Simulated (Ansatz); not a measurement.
# La2O3 in Ansatz: the effect of pseudo set

Crystal: La2O3.

```
La O
1.0
     3.93078    0.00000    0.00000
    -1.96539    3.40415    0.00000
     0.00000    0.00000    6.11195
La O
2 3
Direct
  0.33333 0.66667 0.24624
  0.66667 0.33333 0.75376
  0.00000 0.00000 0.00000
  0.33333 0.66667 0.64589
  0.66667 0.33333 0.35411
```

The cell is a database's computed one.

Alike in all runs:

- Program: Ansatz 0.2.0
- Task: band structure
- Functional: PBE
- k mesh: 8 × 8 × 5
- Occupations: fermi-dirac, width 0.05 eV
- Spin: no spin polarisation

```csv
pseudo set,cutoff,pressure (GPa),largest force (eV/Å)
Ansatz PAW,420 eV (not typed: the program's choice for these potentials),1.9,0.02
Ansatz PAW accurate,900 eV,1.9,0.02
SSSP efficiency PAW,680 eV,2.5,0.05
JTH PAW,1380 eV (not typed: the program's choice for these potentials),?,?
SPMS NC,1034 eV (not typed: the program's choice for these potentials),2.5,0.08
PseudoDojo standard,1497 eV,1.5,0.01
PseudoDojo stringent,1497 eV,1.6,0.01
Ansatz PAW earlier set,930 eV (not typed: the program's choice for these potentials),1.9,0.02
Ansatz NC,1497 eV (not typed: the program's choice for these potentials),1.9,0.02
```

Problem. What does the run with pseudo set JTH PAW give?

Solution. Pressure 2.9 GPa; largest force 0.09 eV/Å.
